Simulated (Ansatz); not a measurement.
Start from GeTe (space group R3m, No. 160; layered).

```yaml
crystal:
  lattice:
    - [2.09351, 1.20869, 3.68680]
    - [-2.09351, 1.20869, 3.68680]
    - [0.00000, -2.41737, 3.68680]
  atoms:
    - { symbol: Ge, position: [0.23184, 0.23184, 0.23184] }
    - { symbol: Te, position: [0.76816, 0.76816, 0.76816] }
```

Cartesian axes are those of the cell as printed.

The values are results of r2SCAN, PAW, 500 eV (Ansatz, an electronic-structure program; no SOC), not measurements.

For the base:

| Quantity | Value |
|---|---|
| Shortest interatomic distance | 2.815 Å |

It is then changed as follows: uniaxial stress, 0.5 GPa tension along z; all other stress components relax to zero.

Problem. Predict the new shortest interatomic distance.

Solution. The shortest interatomic distance decreases by 0.006 Å (2.815 Å → 2.809 Å).

Problem. Predict the new energy relative to the base.

Solution. The energy rises by 1.0 meV/atom.

Load acts through the strain it causes; cell and atoms are relaxed under it. Beyond what the load breaks, stability against distortions was not tested. No dispersion term is included, though the crystal is made of layers, chains or molecules, so its spacings can come out too wide.
